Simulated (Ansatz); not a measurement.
**TiPt3: what symmetry allows forces and stress to be**

```
CELL_PARAMETERS angstrom
3.74139 0.23382 0.23382
0.23382 3.74139 0.23382
0.23382 0.23382 3.74139
ATOMIC_POSITIONS crystal
Ti 0.03555 0.03555 0.03555
Pt 0.00099 0.48635 0.47711
Pt 0.47711 0.00099 0.48635
Pt 0.48635 0.47711 0.00099
```

Method: Ansatz 0.2.0, DFT PBE, scalar-relativistic, plane waves, PAW.

Cutoff 420 eV; k points 12×12×12 on the computed 4-atom cell (Γ-centred); Gaussian smearing, width 0.10 eV; no spin polarisation.

This distorted cell has space group R3, with 3 operations.

Problem. Without a calculation: in which directions can each atom feel a force?

Solution. A force must be left unchanged by every operation that keeps its atom in place, so it lies in the space that those operations leave fixed. Atoms that the group maps onto each other feel forces of one size.
| atom | site symmetry | operations at the site | equivalent to atom | allowed force (Cartesian) |
| --- | --- | --- | --- | --- |
| Ti1 | 3. | 3 | 1 | along (0.58, 0.58, 0.58) |
| Pt2 | 1 | 1 | 2 | any direction |
| Pt3 | 1 | 1 | 2 | any direction |
| Pt4 | 1 | 1 | 2 | any direction |

That leaves 4 independent force components of 12, tied by 1 condition that the forces sum to zero, so 3 remain. A relaxation in this cell that keeps the symmetry moves the atoms in these directions alone.

Problem. And the stress tensor?

Solution. It must be invariant under the point group, which leaves 2 independent components: xx = yy, xx = zz, yy = zz, yz = xz, yz = xy, xz = xy.

Problem. Do the computed values obey this?

Solution. Yes. Forces (eV/Å):
```
Ti1 -0.668 -0.668 -0.668
Pt2 -4.329  2.394  2.602
Pt3  2.602 -4.329  2.394
Pt4  2.394  2.602 -4.329
```

Stress (GPa, compression positive, xx yy zz yz xz xy): 88.74 88.74 88.74 -29.84 -29.84 -29.84. The program imposes the same operations on density, forces and stress, so this confirms the analysis and is no independent test of the calculation.

Spin–orbit coupling is left out, which can shift energies with elements as heavy as these.